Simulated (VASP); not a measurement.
# BaZrO3: relaxation of cell and atoms with r2SCAN+rVV10

Crystal: BaZrO3.

```
Ba Zr O
1.0
     4.19134    0.00000    0.00000
     0.00000    4.19134    0.00000
     0.00000    0.00000    4.19134
Ba Zr O
1 1 3
Direct
  0.00000 0.00000 0.00000
  0.50000 0.50000 0.50000
  0.50000 0.50000 0.00000
  0.50000 0.00000 0.50000
  0.00000 0.50000 0.50000
```

```yaml
Program: VASP 6.6.1
Task: relaxation of cell and atoms
Functional: r2SCAN
Dispersion: rVV10
Potentials_or_basis: VASP PAW PBE potentials, release 64 (Ba_sv, Zr_sv, O)
Cutoff: 600 eV
k_mesh: 6 × 6 × 6
Occupations: gaussian, width 0.05 eV
Spin: no spin polarisation
Further_INCAR_settings: ALGO = Normal; EDIFF = 1e-06; IBRION = 2; EDIFFG = -0.02; NSW = 40; ISIF = 3
```

```json
{
 "Relaxed volume": "14.85 Å³/atom",
 "Relaxed cell": "a = 4.203 Å, b = 4.203 Å, c = 4.203 Å, α = 90.00°, β = 90.00°, γ = 90.00°",
 "Space group after relaxing (to 0.05 Å)": "Pm-3m (No. 221)",
 "Energy gained by relaxing": "0.5 meV/atom",
 "Ionic steps": "3",
 "Pressure after relaxing": "0.0 GPa",
 "Band gap on the k mesh": "3.67 eV, indirect (least direct gap 3.92 eV)"
}
```

The path:
| step | energy change (eV) | largest force (eV/Å) | pressure (GPa) | volume (Å³) |
| --- | --- | --- | --- | --- |
| 1 | 0.0000 | 0.0000 | 1.43 | 73.63 |
| 2 | 0.0019 | 0.0000 | -1.76 | 75.04 |
| 3 | -0.0026 | 0.0000 | -0.05 | 74.23 |

Final structure:
```yaml
crystal:
  lattice:
    - [4.20277, 0.00000, 0.00000]
    - [0.00000, 4.20277, 0.00000]
    - [0.00000, 0.00000, 4.20277]
  atoms:
    - { symbol: Ba, position: [0.00000, 0.00000, 0.00000] }
    - { symbol: Zr, position: [0.50000, 0.50000, 0.50000] }
    - { symbol: O, position: [0.50000, 0.50000, 0.00000] }
    - { symbol: O, position: [0.50000, 0.00000, 0.50000] }
    - { symbol: O, position: [0.00000, 0.50000, 0.50000] }
```

Levels at points of the mesh, in eV from the valence-band top:
```
           k point  band 17  band 18  band 19  band 20  band 21  band 22  band 23  band 24
(0.00, 0.00, 0.00)    -1.01    -0.25    -0.25    -0.25     3.67     3.67     3.67     5.11
(0.50, 0.00, 0.00)    -1.72    -1.68    -0.50    -0.50     4.11     6.17     6.17     6.90
(0.50, 0.50, 0.00)    -0.95    -0.95    -0.85    -0.08     6.14     6.14     6.93     7.07
(0.50, 0.50, 0.50)    -2.56     0.00     0.00     0.00     6.56     6.56     6.56     7.48
```

Run time: 8.8 min on 1 thread of Intel(R) Xeon(R) Platinum 8375C CPU @ 2.90GHz (Ice Lake), with other jobs on the host, peak memory 0.43 GiB.

Caveat: the PAW data sets were made with another functional, which shifts forces and pressure a little; spin-orbit coupling is left out, which moves the levels of the heavy elements. r2SCAN opens gaps a little over a GGA but as a rule still falls short of measured ones.
